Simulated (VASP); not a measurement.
Input of a VASP 6.6.1 run:

Contents of INCAR:

```
PREC = Accurate
ENCUT = 520
EDIFF = 1E-6
ISMEAR = 0
SIGMA = 0.01
LREAL = False
LASPH = True
NELM = 100
ALGO = Normal
ISIF = 2
LWAVE = False
LCHARG = False
GGA = PE
NBANDS = 17
```

The input KPOINTS:

```
regular mesh
0
Gamma
  10 10 10
```

The input POSCAR:

```
SnTe
1.0
    0.0000000000     -3.2061701396     -3.2061701396
    3.2061701396      0.0000000000     -3.2061701396
    3.2061701396     -3.2061701396      0.0000000000
Sn Te
1 1
Direct
    0.0000000000      0.0000000000      0.0000000000
    0.5000000000      0.5000000000      0.5000000000
```

Potentials or basis: VASP PAW PBE potentials, release 64 (Sn_d, Te).

Run with:

```console
$ cat potpaw_PBE.64/Sn_d/POTCAR potpaw_PBE.64/Te/POTCAR > POTCAR
$ mpirun -np 1 vasp_std > vasp.out
```

Question: What does it give for the pressure?

Answer: -0.1 GPa.

Question: What does it give for the band gap on the k mesh?

Answer: 0.05 eV, direct.

Caveat: spin-orbit coupling is left out, which moves the levels of the heavy elements.

**Measured values to compare with.**

From a printed reference work, textbook, for a bulk crystal of SnTe at 300 K: band gap 0.18 eV (direct).

Against the measured gap of SnTe, 0.18 eV (direct; 300 K; a printed reference work, textbook), the calculated 0.05 eV is off by -0.13 eV. Spin-orbit coupling on Sn, Te is left out. The value is that of PBE on a finite k mesh, which can miss the band edges, without temperature or zero-point motion. Semilocal functionals fall short of measured gaps as a rule.
